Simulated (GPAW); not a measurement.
## BaS (Fm-3m): refractive index against wavelength

The refractive index of BaS (Fm-3m) below the direct gap (2.37 eV on the mesh) is read from one computed spectrum, n = √(Re ε).

It takes space group Fm-3m (No. 225, cubic). Conventional cell: a = 6.388 Å, b = 6.388 Å, c = 6.388 Å, α = 90.00°, β = 90.00°, γ = 90.00°. Ba on site a has 6 S at 3.19 Å as nearest neighbours. S on site b is surrounded by 6 Ba at 3.19 Å.

Method: GPAW 26.7.0, revPBE, RPA, k-mesh 16×16×16, local fields up to 50 eV, Lorentzian half width 0.1 eV.

Launch of the response step: `OMP_NUM_THREADS=1 python df.py`. The run took 70 s, its band step included, on 1 thread of Arm Neoverse V2, on a shared host.

| wavelength (nm) | photon energy E (eV) | n |
| --- | --- | --- |
| 3000 | 0.413 | 2.0819 |
| 2000 | 0.620 | 2.0878 |
| 1550 | 0.800 | 2.0951 |
| 1310 | 0.946 | 2.1026 |
| 1064 | 1.165 | 2.1168 |
| 850 | 1.459 | ? |

In the single-oscillator model n² − 1 = E₀E_d/(E₀² − E²), so 1/(n² − 1) = E₀/E_d − E²/(E₀E_d) is linear in E².

Working, on the rows shown:

| x = E² (eV²) | y = 1/(n² − 1) |
| --- | --- |
| 0.170801 | 0.299912 |
| 0.384302 | 0.297716 |
| 0.639837 | 0.295034 |
| 0.895757 | 0.292318 |
| 1.35784 | 0.287287 |

Means: x̄ = 0.68971, ȳ = 0.29445. Σ(x − x̄)(y − ȳ) = -0.009086, Σ(x − x̄)² = 0.8539. Slope = -0.009086 / 0.8539 = -0.01064; intercept = ȳ − slope · x̄ = 0.30179. Turned back into n, the line misses the rows shown by at most 0.00017.

Problem. Predict the last column of the withheld row from the fit.

Solution. At x = 2.1276 the line gives y = 0.27915, that is 2.1406. The run gave 2.1428, so the extrapolation is off by 0.0022, 4 % of the range in the table.

Refitted with all rows, the slope is -0.01098 and the intercept 0.30198. These give E₀ = √(intercept/−slope) = 5.24 eV and E_d = E₀/intercept = 17.4 eV; E₀ is 2.2 times the direct gap. The electronic limit at long wavelengths, without lattice vibrations, is n = √(1 + 1/intercept) = 2.076. Excitons are left out; revPBE gaps are as a rule too small. The values come from a sum over the points of one k-mesh and carry its error, which grows as the direct gap shrinks. Spin-orbit coupling is left out.
